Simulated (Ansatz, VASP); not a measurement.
## TiO2: VASP beside Ansatz

```
Ti O
1.0
    -4.59373    0.00000   -2.95812
     0.00000   -4.59373    0.00000
    -4.59373    0.00000    2.95812
Ti O
4 8
Direct
  0.00000 0.00000 0.00000
  0.50000 0.00000 0.50000
  0.00000 0.50000 0.50000
  0.50000 0.50000 0.00000
  0.84735 0.69470 0.84735
  0.34735 0.69470 0.34735
  0.65265 0.19470 0.15265
  0.15265 0.19470 0.65265
  0.65265 0.30530 0.65265
  0.15265 0.30530 0.15265
  0.84735 0.80530 0.34735
  0.34735 0.80530 0.84735
```

Alike in both runs: task single point; functional PBE; k mesh 3 × 4 × 3; occupations fermi-dirac, width 0.05 eV; collinear spin.

```csv
,VASP,Ansatz
version,VASP 6.6.1,Ansatz 0.2.0
potentials or method,"VASP PAW PBE potentials, release 64 (Ti_sv, O)","PAW, plane waves, scalar-relativistic"
plane-wave cutoff (eV),520,420
valence electrons in the cell,96,96
```

```csv
,VASP,Ansatz,Ansatz less VASP
gap on the k mesh at the Fermi level (eV),1.88,1.91,+0.027
pressure (GPa),6.0,5.3,-0.69
largest component of the traceless stress (GPa),0.34,0.56,+0.221
rms of the force components (eV/Å),0.077,0.064,-0.0129
net moment per atom (μB),0.00,0.00,0.000
```

Atom by atom the forces differ by 0.013 eV/Å (rms over components). Ansatz warned: «no_starting_moments».

Caveats: the k mesh is coarse (spacing up to 0.42 Å⁻¹), so the values aren't converged; an odd mesh through Γ misses points on the zone boundary, where band edges often lie. As with any semilocal functional, this PBE gap is likely too small.
